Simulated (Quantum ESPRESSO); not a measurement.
## CoO under changes of volume

One of the cells (11.575 Å³/atom); the others are scaled copies at fixed shape and fractional positions:

```
Co O
1.0
     3.19765    0.00000    0.00000
    -1.59882    2.76924    0.00000
     0.00000    0.00000    5.22871
Co O
2 2
Direct
  0.33333 0.66667 0.50336
  0.00000 0.00000 0.00347
  0.33333 0.66667 0.87156
  0.00000 0.00000 0.37161
```

Measurements of this composition are mostly on another form, of space group No. 225.

* Program: Quantum ESPRESSO 7.5
* Functional: LDA
* Potentials or basis: GBRV 1.5 LDA
* Cutoff: 762 eV
* Density cutoff: 6095 eV
* k mesh: 8 × 8 × 4
* Occupations: fermi-dirac, width 0.05 eV
* Spin: collinear spin, ferromagnetic start
* Starting moments: [2.0, 2.0, 0.0, 0.0] μB

```csv
volume (Å³/atom),energy over the lowest point (meV/atom),pressure (GPa),moment (μB per cell),largest force (eV/Å)
10.881,0.00,-7.2,5.36,0.300
11.112,11.74,-9.5,5.58,0.270
11.344,?,?,?,?
11.575,45.43,-14.1,5.81,0.222
11.807,66.99,-16.1,5.89,0.198
12.038,91.38,-18.1,5.94,0.176
12.270,118.49,-19.8,5.97,0.158
```

What does the run at 11.344 Å³/atom give?

Energy over the lowest point 26.87 meV/atom; pressure -11.9 GPa; moment 5.71 μB per cell; largest force 0.246 eV/Å.

Worked out: A Birch-Murnaghan fit of order 3 (a polynomial in V^(-2/3)) to the other rows has no minimum within the range. It gives 26.99 meV/atom at 11.344 Å³/atom, against the run's 26.87, and -dE/dV = -11.7 GPa, against -11.9. A parabola through the other rows of the moment, of slope 0.563 μB per Å³/atom there, gives 5.70 μB, against the run's 5.71.

Energies are extrapolated to zero smearing.
